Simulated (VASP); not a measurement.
Given:

```xyz
2
Lattice="0.0000 2.8892 2.8892 2.8892 0.0000 2.8892 2.8892 2.8892 0.0000" Properties=species:S:1:pos:R:3 pbc="T T T"
Na     0.0000     0.0000     0.0000
Br     2.8892     2.8892     2.8892
```

Computed with LDA (Ceperley-Alder, Perdew-Zunger), VASP's LDA PAW potentials (set 64) (plane waves; VASP). Numerical set-up: 400 eV cut-off, 7×7×7 Γ-centred mesh, Gaussian smearing of 0.050 eV, potentials Na_pv Br.

**Question.** Predict the energy per atom (σ→0), band gap (on the k-mesh) with the smallest direct gap where there is one.

**Answer.** 
```yaml
band gap (on the k-mesh): 4.10 eV
smallest direct gap (on the k-mesh): 4.10 eV
energy per atom (σ→0): -3.375 eV/atom
```

The absolute energy has meaning only against runs of the same code, potentials and settings.

The compound is NaBr in the rock salt structure. It was relaxed first, which changed the volume by -9 %. The start is the result of an earlier pass.
